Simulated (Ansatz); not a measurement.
## Tc under changes of volume

One of the cells (14.830 Å³/atom); the others are scaled copies at fixed shape and fractional positions:

```
Tc
1.0
     0.00000    1.95000    1.95000
     1.95000    0.00000    1.95000
     1.95000    1.95000    0.00000
Tc
1
Direct
  0.00000 0.00000 0.00000
```

This isn't the form of Tc at room conditions, which is hcp.

| Property | Result |
| --- | --- |
| Program | Ansatz 0.2.0 |
| Functional | PBE |
| Potentials or basis | all-electron LAPW, scalar-relativistic |
| Cutoff | 270 eV (chosen from the basis error) |
| Basis error allowed | 0.0005 eV/atom |
| k mesh | 12 × 12 × 12 |
| Occupations | fermi-dirac, width 0.05 eV |
| Spin | no spin polarisation |

| volume (Å³/atom) | energy over the lowest point (meV/atom) | pressure (GPa) |
| --- | --- | --- |
| 13.940 | 21.82 | 12.9 |
| 14.237 | 4.67 | 5.8 |
| 14.533 | 0.00 | -0.6 |
| 14.830 | 6.47 | -6.3 |
| 15.126 | ? | ? |
| 15.423 | 48.24 | -15.9 |
| 15.720 | 81.52 | -19.9 |

What does the run at 15.126 Å³/atom give?

Energy over the lowest point 22.90 meV/atom; pressure -11.3 GPa.

Worked out: A Birch-Murnaghan fit of order 3 (a polynomial in V^(-2/3)) to the other rows has its minimum at 14.50 Å³/atom with B0 = V·E''(V) = 297 GPa and B' = 4.5. It gives 22.88 meV/atom at 15.126 Å³/atom, against the run's 22.90, and -dE/dV = -11.4 GPa, against -11.3.

Energies are extrapolated to zero smearing.

The runs don't all hold the same shells in valence.
